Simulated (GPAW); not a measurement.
# Sn in GPAW: convergence with k mesh

Input of the first run (k mesh 3 × 3 × 3); the others differ in this setting and in those tied to it:

The input run.py:

```python
from ase import Atoms
from ase.dft.bandgap import bandgap
from ase.io import write
from ase.units import GPa
from gpaw import GPAW, PW

atoms = Atoms(['Sn'],
              cell=[[-1.726539, 1.775547, 2.338342],
                    [1.726539, -1.775547, 2.338342],
                    [1.726539, 1.775547, -2.338342]],
              scaled_positions=[[0.0, 0.0, 0.0]],
              pbc=True)

calc = GPAW(mode=PW(600),
            xc='PBE',
            kpts={'size': (3, 3, 3), 'gamma': True},
            occupations={'name': 'fermi-dirac', 'width': 0.05},
            nbands=14,
            convergence={'density': 1e-05, 'energy': 1e-05},
            maxiter=100,
            txt='gpaw.txt')
atoms.calc = calc
energy = atoms.get_potential_energy()
forces = atoms.get_forces()
stress = atoms.get_stress()
calc.write('gs.gpw')
write('result.traj', atoms)
print(f'Energy: {energy:.6f} eV')
print('Forces (eV/A):')
print(forces.round(4))
print('Stress (GPa):', (stress / GPa).round(3))
print('Fermi level:', round(calc.get_fermi_level(), 4), 'eV')
print(f'Gap: {bandgap(calc)[0]:.4f} eV, direct: {bandgap(calc, direct=True)[0]:.4f} eV')
```

Potentials or basis: GPAW PAW data sets (gpaw-data 1.2.1), pw.

Launch:

```console
$ OMP_NUM_THREADS=1 python run.py
```

This isn't the form of Sn at room conditions, which is tetragonal (white tin).

Hardware: 1 thread of Arm Neoverse V1, on a shared host.

```tsv
k mesh	energy less the tightest run, at zero smearing (meV/atom)	pressure (GPa)	SCF cycles	CPU time (s)	peak memory (GiB)
3 × 3 × 3	27.76	-4.83	8	2.9	0.12
4 × 4 × 4	139.01	-1.05	8	4.5	0.13
5 × 5 × 5	13.27	-1.05	8	6	0.13
6 × 6 × 6	108.33	-0.34	8	9	0.14
7 × 7 × 7	9.81	-0.91	8	12	0.15
8 × 8 × 8	-14.00	-1.37	8	17	0.16
10 × 10 × 10	-2.39	-1.30	8	30	0.19
12 × 12 × 12	9.00	-1.34	8	47	0.23
14 × 14 × 14	0.00	-1.12	8	70	0.29
```

Not settled before the last step: the energy (to 1 meV/atom), the pressure (to 0.1 GPa). Meshes of other sizes hit other points, so gaps and Fermi surfaces needn't settle smoothly. The tightest run that finished is the yardstick and may itself not be fully converged.
